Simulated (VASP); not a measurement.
# InAs (F-43m) in VASP: a series of runs

One crystal, InAs, is run at these levels: PBE+D3(BJ), PBE; tasks: relaxation of cell and atoms, relaxation of the atoms.

Program: VASP 6.6.1. These are calculated values, not measurements. Logs are shortened: lines on timing, memory, paths and dates and some standing lists are left out, and cuts for length are marked.

**1. The crystal as given**

Symmetry: F-43m, No. 216, cubic system. The conventional cell has a = 6.036 Å, b = 6.036 Å, c = 6.036 Å, α = 90.00°, β = 90.00°, γ = 90.00°. In (site symmetry -43m) is surrounded by 4 As at 2.61 Å. As (site symmetry -43m) has 4 In at 2.61 Å as nearest neighbours.

**2. Relaxation of cell and atoms, PBE+D3(BJ)**

The input, INCAR:

```
  PREC = Accurate
  ENCUT = 600
  EDIFF = 1E-6
  ISMEAR = 0
  SIGMA = 0.03
  LREAL = F
  LASPH = T
  NELM = 80
  ALGO = Normal
  ISIF = 3
  LWAVE = F
  LCHARG = F
  GGA = PE
  IVDW = 12
  IBRION = 2
  NSW = 90
  EDIFFG = -0.01
```

The input, KPOINTS:

```
Automatic mesh
0
Gamma
  10 10 10
```

The input, POSCAR:

```
InAs
1.0
    0.0000000000      3.0180000000      3.0180000000
    3.0180000000      0.0000000000      3.0180000000
    3.0180000000      3.0180000000      0.0000000000
In As
1 1
Direct
    0.0000000000      0.0000000000      0.0000000000
    0.2500000000      0.2500000000      0.2500000000
```

Potentials or basis: VASP PAW PBE potentials, release 64 (In_d, As).

Launch:

```bash
$ cat potpaw_PBE.64/In_d/POTCAR potpaw_PBE.64/As/POTCAR > POTCAR
$ mpirun -np 1 vasp_std > vasp.out
```

OUTCAR:

```text
PREC = Accurate
   ENCUT = 600
   EDIFF = 1E-6
   ISMEAR = 0
   LREAL = F
   LASPH = T
   NELM = 80
   ISIF = 3
   GGA = PE
   IVDW = 12
   IBRION = 2
   NSW = 90
   EDIFFG = -0.01
 IVDW          = 12

 ion  position               nearest neighbor table
   1  0.000  0.000  0.000-   2 2.61   2 2.61   2 2.61   2 2.61
   2  0.250  0.250  0.250-   1 2.61   1 2.61   1 2.61   1 2.61

  LATTYP: Found a face centered cubic cell.
 ALAT       =     6.0360000000

  Lattice vectors:

 A1 = (   0.0000000000,   3.0180000000,   3.0180000000)
 A2 = (   3.0180000000,   0.0000000000,   3.0180000000)
 A3 = (   3.0180000000,   3.0180000000,   0.0000000000)

Analysis of symmetry for initial positions (statically):
=====================================================================
 Subroutine PRICEL returns:
 Original cell was already a primitive cell.

 Routine SETGRP: Setting up the symmetry group for a
 face centered cubic supercell.

 Subroutine GETGRP returns: Found 24 space group operations
 (whereof 24 operations were pure point group operations)
 out of a pool of 48 trial point group operations.

The static configuration has the point symmetry T_d .

Analysis of symmetry for dynamics (positions and initial velocities):
=====================================================================
 Subroutine PRICEL returns:
 Original cell was already a primitive cell.

 Routine SETGRP: Setting up the symmetry group for a
 face centered cubic supercell.

 Subroutine GETGRP returns: Found 24 space group operations
 (whereof 24 operations were pure point group operations)
 out of a pool of 48 trial point group operations.

The dynamic configuration has the point symmetry T_d .

 Subroutine INISYM returns: Found 24 space group operations
 (whereof 24 operations are pure point group operations),
 and found     1 'primitive' translations

----------------------------------------------------------------------------------------

                                     Primitive cell

  volume of cell :      54.9778

  direct lattice vectors                    reciprocal lattice vectors
     0.000000000  3.018000000  3.018000000    -0.165672631  0.165672631  0.165672631
     3.018000000  0.000000000  3.018000000     0.165672631 -0.165672631  0.165672631
     3.018000000  3.018000000  0.000000000     0.165672631  0.165672631 -0.165672631

  length of vectors
     4.268096531  4.268096531  4.268096531     0.286953414  0.286953414  0.286953414

  position of ions in fractional coordinates (direct lattice)
     0.000000000  0.000000000  0.000000000
     0.250000000  0.250000000  0.250000000

  ion indices of the primitive-cell ions
   primitive index   ion index
                 1           1
                 2           2

----------------------------------------------------------------------------------------

 KPOINTS: Automatic mesh

Automatic generation of k-mesh.
 Grid dimensions read from file:
 generate k-points for:   10   10   10

 Generating k-lattice:

  Cartesian coordinates                     Fractional coordinates (reciprocal lattice)
    -0.016567263  0.016567263  0.016567263     0.100000000  0.000000000  0.000000000
     0.016567263 -0.016567263  0.016567263     0.000000000  0.100000000  0.000000000
     0.016567263  0.016567263 -0.016567263     0.000000000  0.000000000  0.100000000

  Length of vectors
     0.028695341  0.028695341  0.028695341

  Shift w.r.t. Gamma in fractional coordinates (k-lattice)
     0.000000000  0.000000000  0.000000000

 Subroutine IBZKPT returns following result:
 ===========================================

 Found     47 irreducible k-points:

 Following reciprocal coordinates:
            Coordinates               Weight
  0.000000  0.000000  0.000000      1.000000
  0.100000  0.000000  0.000000      8.000000
  0.200000  0.000000  0.000000      8.000000
  0.300000  0.000000  0.000000      8.000000
  0.400000  0.000000  0.000000      8.000000
  0.500000  0.000000  0.000000      4.000000
[... 16 lines left out ...]
  0.300000  0.300000  0.000000      6.000000
  0.400000  0.300000  0.000000     24.000000
 [... further k-points ...]
   k-points           NKPTS =     47   k-points in BZ     NKDIM =     47   number of bands    NBANDS=     13
   number of dos      NEDOS =    301   number of ions     NIONS =      2
   total plane-waves  NPLWV =  46656
   dimension x,y,z NGX =    36 NGY =   36 NGZ =   36
   dimension x,y,z NGXF=    72 NGYF=   72 NGZF=   72
   ions per type =               1   1
   NGX,Y,Z   is equivalent  to a cutoff of  14.02, 14.02, 14.02 a.u.
   NGXF,Y,Z  is equivalent  to a cutoff of  28.04, 28.04, 28.04 a.u.
 SYSTEM =  unknown system
   PREC   = accura    normal or accurate (medium, high low for compatibility)
   ISTART =      0    job   : 0-new  1-cont  2-samecut
   ICHARG =      2    charge: 1-file 2-atom 10-const
   ISPIN  =      1    spin polarized calculation?
   LNONCOLLINEAR =      F non collinear calculations
   LSORBIT =      F    spin-orbit coupling
   LASPH  =      T    aspherical Exc in radial PAW
   ENCUT  =  600.0 eV  44.10 Ry    6.64 a.u.   8.52  8.52  8.52*2*pi/ulx,y,z
   NELM   =     80;   NELMIN=  2; NELMDL= -5     # of ELM steps
   EDIFF  = 0.1E-05   stopping-criterion for ELM
   LREAL  =      F    real-space projection
   EDIFFG = -.1E-01   stopping-criterion for IOM
   NSW    =     90    number of steps for IOM
   IBRION =      2    ionic relax: 0-MD 1-quasi-New 2-CG
   NFREE  =      1    steps in history (QN), initial steepest desc. (CG)
   ISIF   =      3    stress and relaxation
   ISYM   =      2    0-nonsym 1-usesym 2-fastsym
   POTIM  = 0.5000    time-step for ionic-motion
   TEBEG  =    0.0;   TEEND  =   0.0 temperature during run
   PSTRESS=    0.0 pullay stress
   NELECT =      18.0000    total number of electrons
   NUPDOWN=      -1.0000    fix difference up-down
   EMIN   =  10.00;   EMAX   =-10.00  energy-range for DOS
   EFERMI =   0.00;   METHOD = LEGACY
   ISMEAR =     0;   SIGMA  =   0.03  broadening in eV -4-tet -1-fermi 0-gaus
   EFERMI_NEDOS =   21; number of points for ismear=-14 and -15
   IALGO  =     38    algorithm
   IMIX   =      4    mixing-type and parameters
     AMIX     =   0.40;   BMIX     =  1.00
     AMIX_MAG =   1.60;   BMIX_MAG =  1.00
  volume/ion in A,a.u.               =      27.49       185.50
  Fermi-wavevector in a.u.,A,eV,Ry     =   1.128331  2.132236 17.321990  1.273130
  Thomas-Fermi vector in A             =   2.265020
   LORBIT       =      0    0 simple, 1 ext, 2 COOP (PROOUT), +10 PAW based schemes
   GGA     = PE    functional components
   LHFCALC =     F    Hartree Fock is set to
   AEXX    =    0.0000 exact exchange contribution
   IVDW    =    12    specifies the selected vdW correction
   LEPSILON=     F    determine dielectric tensor
   LRPA    =     F    only Hartree local field effects (RPA)
 conjugate gradient relaxation of ions
 non-spin polarized calculation
 Gauss-broadening in eV      SIGMA  =   0.03
  energy-cutoff  :      600.00
  volume of cell :       54.98
 maximum number of plane-waves:      1854
 NGX is ok and might be reduce to    36
   NGX = 17   NGY = 17   NGZ = 17

--------------------------------------- Ionic step        1  -------------------------------------------

 number of electron      18.0000003 magnetization

 Free energy of the ion-electron system (eV)
  ---------------------------------------------------
  ext. energy  EPLUGINS =         0.00000000
  ---------------------------------------------------
  free energy    TOTEN  =        -7.66432656 eV

  energy without entropy =       -7.66428028  energy(sigma->0) =       -7.66430342

 E-fermi :   4.5720     XC(G=0):  -9.1171

 val. band max:        4.5628858329   @ k =   0.0000   0.0000   0.0000
 cond. band min:       5.5303096809   @ k =   0.1000   0.0000   0.0000
 fundamental gap:      0.9674238480
 Fermi energy:         4.5720228710

 k-point     1 :       0.0000    0.0000    0.0000
  band No.  band energies     occupation
      1      -9.8397      2.00000
      2      -9.8397      2.00000
      3      -9.8397      2.00000
      4      -9.7115      2.00000
      5      -9.7115      2.00000
      6      -7.3339      2.00000
      7       4.3956      2.00000
      8       4.5629      1.33333
      9       4.5629      1.33333
     10       4.5629      1.33333
     11       8.4732      0.00000
     12       8.4732      0.00000
     13       8.4732      0.00000

 k-point     2 :       0.1000    0.0000    0.0000
  band No.  band energies     occupation
      1      -9.8532      2.00000
      2      -9.8358      2.00000
      3      -9.8358      2.00000
      4      -9.7116      2.00000
      5      -9.7116      2.00000
      6      -7.2288      2.00000
      7       3.0572      2.00000
      8       4.4333      2.00000
      9       4.4333      2.00000
     10       5.5303      0.00000
     11       8.5419      0.00000
     12       8.6635      0.00000
     13       8.6635      0.00000
[... 409 lines left out ...]
 VOLUME and BASIS-vectors are now :
 -----------------------------------------------------------------------------
  energy-cutoff  :      600.00
  volume of cell :       58.15
      direct lattice vectors                 reciprocal lattice vectors
     0.000000000  3.074933268  3.074933268    -0.162605155  0.162605155  0.162605155
     3.074933268  0.000000000  3.074933268     0.162605155 -0.162605155  0.162605155
     3.074933268  3.074933268 -0.000000000     0.162605155  0.162605155 -0.162605155

 POSITION                                       TOTAL-FORCE (eV/Angst)
 -----------------------------------------------------------------------------------
      3.07493      3.07493      6.14987         0.000000      0.000000     -0.000000
      1.53747      1.53747      1.53747        -0.000000     -0.000000      0.000000
 -----------------------------------------------------------------------------------
    total drift:                               -0.000000     -0.000000     -0.000000

  FREE ENERGIE OF THE ION-ELECTRON SYSTEM (eV)
  ---------------------------------------------------
  free  energy   TOTEN  =        -8.3262490898 eV

  energy  without entropy=       -8.3262028111  energy(sigma->0) =       -8.32622595

--------------------------------------- Ionic step        3  -------------------------------------------

 number of electron      18.0000001 magnetization

 Free energy of the ion-electron system (eV)
  ---------------------------------------------------
  ext. energy  EPLUGINS =         0.00000000
  ---------------------------------------------------
  free energy    TOTEN  =        -7.70605488 eV

  energy without entropy =       -7.70600860  energy(sigma->0) =       -7.70603174

 E-fermi :   4.1900     XC(G=0):  -8.9496

 val. band max:        4.1808856883   @ k =   0.0000   0.0000   0.0000
 cond. band min:       5.0292223096   @ k =   0.1000   0.0000   0.0000
 fundamental gap:      0.8483366213
 Fermi energy:         4.1900227192

 k-point     1 :       0.0000    0.0000    0.0000
  band No.  band energies     occupation
      1     -10.1469      2.00000
      2     -10.1469      2.00000
      3     -10.1469      2.00000
      4     -10.0342      2.00000
      5     -10.0342      2.00000
      6      -7.4731      2.00000
      7       3.8180      2.00000
      8       4.1809      1.33333
      9       4.1809      1.33333
     10       4.1809      1.33333
     11       8.0735      0.00000
     12       8.0735      0.00000
     13       8.0735      0.00000

 k-point     2 :       0.1000    0.0000    0.0000
  band No.  band energies     occupation
      1     -10.1582      2.00000
      2     -10.1435      2.00000
      3     -10.1435      2.00000
      4     -10.0343      2.00000
      5     -10.0343      2.00000
      6      -7.3752      2.00000
      7       2.6290      2.00000
      8       4.0597      2.00000
      9       4.0597      2.00000
     10       5.0292      0.00000
     11       8.1244      0.00000
     12       8.2544      0.00000
     13       8.2544      0.00000
[... 369 lines left out ...]
 VOLUME and BASIS-vectors are now :
 -----------------------------------------------------------------------------
  energy-cutoff  :      600.00
  volume of cell :       57.12
      direct lattice vectors                 reciprocal lattice vectors
     0.000000000  3.056766202  3.056766202    -0.163571555  0.163571555  0.163571555
     3.056766202  0.000000000  3.056766202     0.163571555 -0.163571555  0.163571555
     3.056766202  3.056766202 -0.000000000     0.163571555  0.163571555 -0.163571555

 POSITION                                       TOTAL-FORCE (eV/Angst)
 -----------------------------------------------------------------------------------
      0.00000      0.00000     -0.00000         0.000000     -0.000000     -0.000000
      1.52838      1.52838      1.52838        -0.000000      0.000000      0.000000
 -----------------------------------------------------------------------------------
    total drift:                               -0.000000     -0.000000     -0.000000

  FREE ENERGIE OF THE ION-ELECTRON SYSTEM (eV)
  ---------------------------------------------------
  free  energy   TOTEN  =        -8.3292262231 eV

  energy  without entropy=       -8.3291799445  energy(sigma->0) =       -8.32920308

 reached required accuracy - stopping structural energy minimisation
```

It took 38 s on 1 thread of Intel Xeon 6975P-C (Granite Rapids), shared host; peak memory 0.24 GiB.

What came out:

- Free energy: -8.3292 eV
- Relaxed volume: 28.56 Å³/atom
- Relaxed cell: a = 4.323 Å, b = 4.323 Å, c = 4.323 Å, α = 60.00°, β = 60.00°, γ = 60.00°
- Space group after relaxing (to 0.05 Å): F-43m (No. 216)
- Energy gained by relaxing: 7.4 meV/atom
- Ionic steps: 3
- Pressure after relaxing: 0.0 GPa
- Band gap on the k mesh: none (metal or under the smearing width)
- Dispersion energy per atom: -0.312 eV

The path:
```tsv
step	energy change (eV)	largest force (eV/Å)	pressure (GPa)	volume (Å³)
1	0.0000	0.0000	2.28	54.98
2	-0.0117	0.0000	-0.93	58.15
3	-0.0147	0.0000	0.02	57.12
```

Final structure:
```yaml
crystal:
  lattice:
    - [0.00000, 3.05677, 3.05677]
    - [3.05677, 0.00000, 3.05677]
    - [3.05677, 3.05677, 0.00000]
  atoms:
    - { symbol: In, position: [0.00000, 0.00000, 0.00000] }
    - { symbol: As, position: [0.25000, 0.25000, 0.25000] }
```

Caveat: pairwise dispersion overbinds metals, which lowers pressure and volume; this crystal is a semiconductor, whose small gap the functional closes, so the metal is an error of the method.

(Continued in part 2 of 2.)
